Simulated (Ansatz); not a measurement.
**Structures of WS2: which is lowest?**

Plane-wave DFT in Ansatz with scalar-relativistic PAW potentials, cutoff 420 eV, Γ-centred meshes chosen by cell and gap, Gaussian smearing with energies taken to zero width. Every cell was relaxed (cell and atoms) in a run of its own, within the symmetry of its start. Functional: PBE.

Relaxed structures (starts from databases or built by putting these elements on another compound's sites):
A. I4/mmm, 3 atoms in the computed cell, a = 2.963 Å, c = 13.321 Å; sites (symmetry × multiplicity) W 4/mmm × 2, S 4mm × 4; start: built
B. P-6m2, 3 atoms in the computed cell, a = 3.187 Å, c = 16.939 Å; sites (symmetry × multiplicity) W -6m2 × 1, S 3m. × 2; start: database
C. P6_3/mmc, 6 atoms in the computed cell, a = 3.188 Å, c = 14.871 Å; sites (symmetry × multiplicity) W -6m2 × 2, S 3m. × 4; start: database

Q: Rank them by energy. Could pressure change the order?

A:
| structure | group | E − E(lowest) (meV/atom) | V (Å³/atom) | gap on mesh (eV) |
| --- | --- | --- | --- | --- |
| C | P6_3/mmc | 0.0 | 21.81 | 1.63 |
| B | P-6m2 | 1.5 | 49.68 | 1.81 |
| A | I4/mmm | 464 | 19.49 | 0.00 |

C and B are level within the 2 meV/atom that separate runs leave open. A is denser by 2.32 Å³/atom, so pressure favours it: ΔE/ΔV, with ΔE in eV and 1 eV/Å³ = 160.2 GPa, gives about 32 GPa for equal enthalpy if both cells were rigid; at such pressures compression changes ΔV much, so this is a scale only. Without a dispersion term the weakly bound lowest cell is too large, so ΔV and this pressure are artefacts in part: a slight pressure closes the gap between layers first. Other structures may lie lower than all of these, and vibrations aren't counted.

Spin-orbit coupling is left out, which matters for the bands of heavy elements. Each cell of WS2 holds layers, and where no dispersion correction was added their binding is poorly described.